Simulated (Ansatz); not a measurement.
**Nickel, A15 under PBE: relaxation and energy**

What does PBE give for nickel in the A15 structure? We relax it, then solve it on a dense k-mesh. The start is ferromagnetic. The k-meshes are 6×6×6 for the relaxation; 8×8×8 for the dense run.

Program: Ansatz 0.2.0. Level of theory: DFT PBE, plane waves (420 eV) with PAW, scalar-relativistic. These are calculated values, not measurements.

**1. The structure to begin with**

The structure is cubic, space group Pm-3n (No. 223). The conventional cell has a = 4.440 Å, b = 4.440 Å, c = 4.440 Å, α = 90.00°, β = 90.00°, γ = 90.00°. Around Ni (site symmetry m-3) lie 12 Ni at 2.48 Å. Ni (site symmetry -4m2) has 6 Ni at 2.22 to 2.48 Å as nearest neighbours.

Structure file:

```cif
data_structure
_symmetry_space_group_name_H-M 'Pm-3n'
_symmetry_Int_Tables_number 223
_cell_length_a 4.4398
_cell_length_b 4.4398
_cell_length_c 4.4398
_cell_angle_alpha 90.000
_cell_angle_beta 90.000
_cell_angle_gamma 90.000
_cell_volume 87.52
loop_
_atom_site_label
_atom_site_type_symbol
_atom_site_symmetry_multiplicity
_atom_site_Wyckoff_symbol
_atom_site_fract_x
_atom_site_fract_y
_atom_site_fract_z
_atom_site_occupancy
Ni1 Ni 2 a 0.00000 0.00000 0.00000 1
Ni2 Ni 6 c 0.25000 0.00000 0.50000 1
```

The atoms start with moments of +0.8 ×8 μB.

**2. Geometry optimisation**

input.yaml reads:

```yaml
crystal:
  lattice:
    - [4.4398105893, 0.0, 0.0]
    - [0.0, 4.4398105893, 0.0]
    - [0.0, 0.0, 4.4398105893]
  atoms:
    - { symbol: Ni, position: [0.0, 0.0, 0.0], spin: 0.8 }
    - { symbol: Ni, position: [0.5, 0.5, 0.5], spin: 0.8 }
    - { symbol: Ni, position: [0.25, 0.0, 0.5], spin: 0.8 }
    - { symbol: Ni, position: [0.75, 0.0, 0.5], spin: 0.8 }
    - { symbol: Ni, position: [0.5, 0.25, 0.0], spin: 0.8 }
    - { symbol: Ni, position: [0.5, 0.75, 0.0], spin: 0.8 }
    - { symbol: Ni, position: [0.0, 0.5, 0.25], spin: 0.8 }
    - { symbol: Ni, position: [0.0, 0.5, 0.75], spin: 0.8 }
hamiltonian:
  xc: pbe
  pseudopotentials:
    kind: paw
    azcp:
      Ni: "pseudopotentials/Ni.paw.azcp"
basis:
  ecutwfc: 420
  fft_grid_basis: typed
kpoints:
  mp_grid: { grid: [6, 6, 6], shift: [0, 0, 0] }
magnetization:
  spin_polarized: true
scf:
  occupations: { method: fermi_dirac, width: 0.05 }
relax:
  max_steps: 60
  f_tol: 0.01
  cell: {}
```

Further steps of the session: The energy on a finer k-mesh.

Before running it: what results should come out? Wanted: space group; conventional cell; volume; shortest distance; gap on the mesh; magnetic state; relative to fcc, ferromagnetic.

As calculated:

| quantity | value |
| --- | --- |
| space group (spins left aside) | Pm-3n (No. 223) |
| conventional cell | a = 4.467 Å |
| volume | 11.144 Å³/atom |
| shortest distance | 2.234 Å |
| gap on the mesh | none (levels filled in part) |
| magnetic state | ferromagnetic, up to 0.65 μB per atom |
| relative to fcc, ferromagnetic | +143 meV/atom |

From the guessed start the volume grew by 1.9 % in 5 steps. It lies 143 meV/atom above the element's reference form at the same level (fcc, ferromagnetic, from a run of its own). It ends ferromagnetic, with up to 0.65 μB per atom. Levels at the Fermi energy are filled in part, as in a metal. The symmetry was held, so the structure may be unstable against distortions that break it.
